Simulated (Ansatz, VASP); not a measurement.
# Two plane-wave programs on GaN

Contents of INCAR:

```
SYSTEM = GaN
PREC = Accurate
ENCUT = 520
EDIFF = 1E-6
ISMEAR = 0
SIGMA = 0.05
LREAL = .FALSE.
LASPH = .TRUE.
NELM = 100
ALGO = Normal
ISIF = 2
LWAVE = .FALSE.
LCHARG = .TRUE.
GGA = PE
LELF = .TRUE.
LVHAR = .TRUE.
NBANDS = 16
```

KPOINTS

```
Automatic mesh
0
G
  14 14 14
  0 0 0
```

POSCAR

```
GaN
1.0
    0.0000000000      2.1352350000      2.1032064750
    2.1352350000      0.0000000000      2.1032064750
    2.1352350000      2.1352350000      0.0000000000
Ga N
1 1
Direct
    0.0000000000      0.0000000000      0.0000000000
    0.5000000000      0.5000000000      0.5000000000
```

Input for Ansatz:

```yaml
crystal:
  lattice:
    - [0.0, 2.135235, 2.103206475]
    - [2.135235, 0.0, 2.103206475]
    - [2.135235, 2.135235, 0.0]
  atoms:
    - { symbol: Ga, position: [0.0, 0.0, 0.0] }
    - { symbol: "N", position: [0.5, 0.5, 0.5] }
basis:
  ecutwfc: 420
kpoints:
  mp_grid: { grid: [14, 14, 14] }
hamiltonian:
  xc: pbe
scf:
  occupations: { method: gaussian, width: 0.05 }
output:
  forces: true
  stress: true
  eigenvalues: true
```

Change from the starting cell: strain +0.000 along x and y, -0.015 along z, atoms carried along.

Alike in both runs: task single point; functional PBE; k mesh 14 × 14 × 14; occupations gaussian, width 0.05 eV; no spin polarisation.

|  | VASP | Ansatz |
| --- | --- | --- |
| version | VASP 6.6.1 | Ansatz 0.2.0 |
| potentials or method | VASP PAW PBE potentials, release 64 (Ga_d, N) | scalar-relativistic, plane waves, PAW |
| plane-wave cutoff (eV) | 520 | 420 |
| valence electrons in the cell | 18 | 18 |

|  | VASP | Ansatz | Ansatz less VASP |
| --- | --- | --- | --- |
| gap on the k mesh at the Fermi level (eV) | 0.39 | 0.40 | +0.010 |
| least direct gap on the mesh (eV) | 2.51 | 2.50 | -0.003 |
| pressure (GPa) | 3.8 | 3.0 | -0.79 |
| largest component of the traceless stress (GPa) | 1.82 | 1.79 | -0.025 |
